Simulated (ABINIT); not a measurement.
# Zn (Fm-3m) in ABINIT: reference runs

Aim: a first look at Zn with PBE, on the cell as given and on a disturbed one.

Everything below comes from runs of ABINIT 10.8.3 (patched build). Logs are shortened: lines on timing, memory, paths and dates and some standing lists are left out, and cuts for length are marked. The log counts tension as positive stress, the text compression.

## Step 1: The structure

The structure is cubic, space group Fm-3m (No. 225). Conventional cell: a = 3.930 Å, b = 3.930 Å, c = 3.930 Å, α = 90.00°, β = 90.00°, γ = 90.00°. Around Zn (site symmetry m-3m) lie 12 Zn at 2.78 Å.

This isn't the form of Zn at room conditions, which is hcp.

## Step 2: Single point, PBE

File run.abi:

```
pp_dirpath "./"
pseudos "Zn.GGA_PBE-JTH.xml"

acell 5.2508173235 5.2508173235 5.2508173235
rprim
     0.0000000000     0.7071067812     0.7071067812
     0.7071067812     0.0000000000     0.7071067812
     0.7071067812     0.7071067812     0.0000000000
ntypat 1
znucl 30
natom 1
typat 1
xcart
     0.0000000000     0.0000000000     0.0000000000

ecut 22.0
pawecutdg 44.0

kptopt 1
ngkpt 12 12 12
nshiftk 1
shiftk 0.0 0.0 0.0

ixc 11

nband 10
occopt 3
tsmear 0.05 eV

nstep 100
tolvrs 1.0e-9

iomode 3
prtwf 0
prtden 0
prteig 0
prtebands 0
```

Potentials or basis: JTH PAW PBE v2.0.

On the command line:

```
abinit run.abi > log 2>&1
```

run.abo:

```text
.Version 10.8.3 of ABINIT
 Symmetries : space group Fm -3 m (#225); Bravais cF (face-center cubic)
================================================================================
 Values of the parameters that define the memory need of the present run
     intxc =       0    ionmov =       0      iscf =      17    lmnmax =      18
     lnmax =       6     mgfft =      24  mpssoang =       3    mqgrid =    3001
     natom =       1  nloc_mem =       2    nspden =       1   nspinor =       1
    nsppol =       1      nsym =      48    n1xccc =       1    ntypat =       1
    occopt =       3   xclevel =       2
       mpw =         532          nfft =       13824          nkpt =          72
 PAW method is used; the additional fine FFT grid is defined by:
   mgfftf=        32    nfftf =     32768
================================================================================
================================================================================

--------------------------------------------------------------------------------
------------- Echo of variables that govern the present computation ------------
--------------------------------------------------------------------------------
 -outvars: echo values of preprocessed input variables --------
            acell      5.2508173235E+00  5.2508173235E+00  5.2508173235E+00 Bohr
              amu      6.53900000E+01
             ecut      2.20000000E+01 Hartree
                       outvar_i_n : Printing only first  50 k-points.
              ixc          11
                       outvar_i_n : Printing only first  50 k-points.
         kptrlatt       12    0    0      0   12    0      0    0   12
          kptrlen      6.30098079E+01
            natom           1
            nband          10
            ngfft          24      24      24
          ngfftdg          32      32      32
             nkpt          72
            nstep         100
             nsym          48
           ntypat           1
                       prtocc : prtvol=0, do not print more k-points.
           occopt           3
        pawecutdg      4.40000000E+01 Hartree
         pawxcdev           0
           prtden           0
        prtebands           0
           prteig           0
            prtwf           0
            rprim      0.0000000000E+00  7.0710678120E-01  7.0710678120E-01
                       7.0710678120E-01  0.0000000000E+00  7.0710678120E-01
                       7.0710678120E-01  7.0710678120E-01  0.0000000000E+00
          spgroup         225
           tolvrs      1.00000000E-09
           tsmear      1.83746611E-03 Hartree
            typat      1
           useylm           1
                       outvars : Printing only first  50 k-points.
            znucl       30.00000

================================================================================

 chkinp: Checking input parameters for consistency.

================================================================================
== DATASET  1 ==================================================================

--- !DatasetInfo
[... 114 lines left out ...]

 ----iterations are completed or convergence reached----

 Mean square residual over all n,k,spin=   32.357E-09; max=  14.683E-06
 reduced coordinates (array xred) for    1 atoms
       0.000000000000      0.000000000000      0.000000000000
 rms dE/dt=  0.0000E+00; max dE/dt=  0.0000E+00; dE/dt below (all hartree)
    1       0.000000000000      0.000000000000      0.000000000000

 cartesian coordinates (angstrom) at end:
    1      0.00000000000000     0.00000000000000     0.00000000000000

 cartesian forces (hartree/bohr) at end:
    1     -0.00000000000000    -0.00000000000000    -0.00000000000000
 frms,max,avg= 0.0000000E+00 0.0000000E+00   0.000E+00  0.000E+00  0.000E+00 h/b

 cartesian forces (eV/Angstrom) at end:
    1     -0.00000000000000    -0.00000000000000    -0.00000000000000
 frms,max,avg= 0.0000000E+00 0.0000000E+00   0.000E+00  0.000E+00  0.000E+00 e/A
 length scales=  5.250817323500  5.250817323500  5.250817323500 bohr
              =  2.778612864326  2.778612864326  2.778612864326 angstroms
 Fermi (or HOMO) energy (hartree) =   0.38355   Average Vxc (hartree)=  -0.38966
 Eigenvalues (hartree) for nkpt=  72  k points:
 kpt#   1, nband= 10, wtk=  0.00058, kpt=  0.0000  0.0000  0.0000 (reduced coord)
   0.00464    0.10592    0.10592    0.10592    0.11990    0.11990    1.05303    1.05303
   1.05303    1.06742
      occupation numbers for kpt#   1
   2.00000    2.00000    2.00000    2.00000    2.00000    2.00000    0.00000    0.00000
   0.00000    0.00000
 prteigrs : prtvol=0 or 1, do not print more k-points.

--- !EnergyTerms
iteration_state     : {dtset: 1, }
comment             : Components of total free energy in Hartree
kinetic             :  6.52293880420774E+00
hartree             :  1.38509237589299E+01
xc                  : -1.76600000541409E+00
Ewald energy        : -4.44546161445114E+01
psp_core            :  9.66593787409424E-01
local_psp           : -5.56036620942318E+01
PAW spherical_terms :  1.61735919520159E+01
internal            : -6.43102299415943E+01
'-kT*entropy'       : -1.23157347620243E-04
total_energy        : -6.43103530989420E+01
total_energy_eV     : -1.74997385779073E+03
...

--- !EnergyTermsDC
iteration_state     : {dtset: 1, }
comment             : '"Double-counting" decomposition of free energy'
band_energy         :  1.58008366336100E+00
Ewald energy        : -4.44546161445114E+01
psp_core            :  9.66593787409424E-01
xc_dc               : -1.34656683162781E+01
PAW spherical_terms : -8.93661885529150E+00
internal            : -6.43102258653106E+01
'-kT*entropy'       : -1.23157347620243E-04
total_energy_dc     : -6.43103490226582E+01
total_energy_dc_eV  : -1.74997374686940E+03
...

--- !EnergyTermsWithPAWCore
iteration_state     : {dtset: 1, }
comment             : 'Components of total free energy, including PAW core contributions'
Total energy        : -1.79605819760437E+03
Total energy DC     : -1.79605819352808E+03
Total energy (eV)   : -4.88732333352729E+04
Total energy DC (eV): -4.88732332243515E+04
...

 Cartesian components of stress tensor (hartree/bohr^3)
  sigma(1 1)=  1.82454010E-05  sigma(3 2)=  0.00000000E+00
  sigma(2 2)=  1.82454010E-05  sigma(3 1)=  0.00000000E+00
  sigma(3 3)=  1.82454010E-05  sigma(2 1)=  0.00000000E+00

-Cartesian components of stress tensor (GPa)         [Pressure= -5.3680E-01 GPa]
- sigma(1 1)=  5.36798229E-01  sigma(3 2)=  0.00000000E+00
- sigma(2 2)=  5.36798229E-01  sigma(3 1)=  0.00000000E+00
- sigma(3 3)=  5.36798229E-01  sigma(2 1)=  0.00000000E+00

== END DATASET(S) ==============================================================
================================================================================

 -outvars: echo values of variables after computation  --------
            acell      5.2508173235E+00  5.2508173235E+00  5.2508173235E+00 Bohr
           etotal     -6.4310349023E+01
            fcart     -0.0000000000E+00 -0.0000000000E+00 -0.0000000000E+00
            rprim      0.0000000000E+00  7.0710678120E-01  7.0710678120E-01
                       7.0710678120E-01  0.0000000000E+00  7.0710678120E-01
                       7.0710678120E-01  7.0710678120E-01  0.0000000000E+00
           strten      1.8245400959E-05  1.8245400959E-05  1.8245400959E-05
                       0.0000000000E+00  0.0000000000E+00  0.0000000000E+00
 Calculation completed.
```

It took 23 s on 1 thread of Arm Neoverse V1, shared host; peak memory 0.09 GiB.

What came out:

* Free energy: -1749.9737 eV
* Pressure: -0.5 GPa
* Band gap on the k mesh: none (metal or under the smearing width)
* Valence electrons inside the program's atomic spheres: Zn 10.73 (radii [1.2212] Å)

Levels at points of the mesh, in eV from the Fermi level:
```
           k point  band 3  band 4  band 5  band 6  band 7  band 8  band 9  band 10
(0.00, 0.00, 0.00)   -7.55   -7.55   -7.17   -7.17   18.22   18.22   18.22    18.61
(0.50, 0.00, 0.00)   -7.56   -6.89   -6.89   -2.86   -1.33   15.21   15.21    17.24
(0.50, 0.50, 0.00)   -6.90   -6.82   -6.82   -0.96    1.77    8.43    8.43    12.06
```

## Step 3: Single point, PBE (cell strained at random at fixed volume)

File run.abi:

```
# Pseudopotentials
pp_dirpath "./"
pseudos "Zn.GGA_PBE-JTH.xml"

# Structure
acell 3*1.0 Angstrom
rprim
     0.0039870000     2.0045680000     1.9670160000
     1.9566530000    -0.0043170000     1.9753200000
     1.9274130000     1.9836310000     0.0249230000
ntypat 1
znucl 30
natom 1
typat 1
xred
    -0.0277730000     0.0115580000     0.0100190000
chkprim 0
chksymtnons 0
tolsym 1.0e-6

# Plane-wave basis
ecut 22.0
pawecutdg 44.0

# k points
kptopt 1
ngkpt 12 12 12
nshiftk 1
shiftk 0.0 0.0 0.0

# Exchange and correlation
ixc 11

# Bands and occupations
nband 10
occopt 3
tsmear 0.00183747

# SCF cycle
nstep 100
tolvrs 1.0e-9

# Output
iomode 3
prtwf 0
prtden 0
prteig 0
prtebands 0
```

Potentials or basis: JTH PAW PBE v2.0.

On the command line:

```
abinit run.abi > log 2>&1
```

Run time: 4.3 min. Hardware: 1 thread of Arm Neoverse V1, shared host; peak memory 0.27 GiB.

It converged, with:

| Item | Value |
| --- | --- |
| Free energy | -1749.9737 eV |
| Pressure | -0.4 GPa |
| Band gap on the k mesh | none (metal or under the smearing width) |
| Valence electrons inside the program's atomic spheres | Zn 10.73 (radii [1.2212] Å) |

Stress tensor (GPa, compression positive):
```
-0.31 -0.68  0.58
-0.68 -1.01  0.48
 0.58  0.48  0.02
```

Levels at points of the mesh, in eV from the Fermi level:
| k point | band 4 | band 5 | band 6 | band 7 | band 8 | band 9 |
| --- | --- | --- | --- | --- | --- | --- |
| (0.00, 0.00, 0.00) | -7.50 | -7.20 | -7.14 | 17.81 | 18.07 | 18.31 |
| (0.50, 0.00, 0.00) | -6.92 | -6.86 | -2.87 | -1.35 | 15.04 | 15.46 |
| (0.00, 0.50, 0.00) | -6.90 | -6.88 | -2.92 | -1.47 | 14.87 | 15.77 |
| (0.50, 0.50, 0.00) | -6.84 | -6.79 | -0.90 | 1.86 | 8.11 | 8.65 |
| (0.00, 0.00, 0.50) | -6.89 | -6.86 | -2.73 | -1.06 | 14.52 | 15.17 |
| (0.50, 0.00, 0.50) | -6.82 | -6.81 | -1.21 | 1.40 | 8.41 | 9.10 |
| (0.00, 0.50, 0.50) | -6.83 | -6.80 | -0.74 | 2.09 | 8.01 | 8.36 |
| (0.50, 0.50, 0.50) | -6.90 | -6.88 | -2.89 | -1.41 | 14.76 | 15.78 |
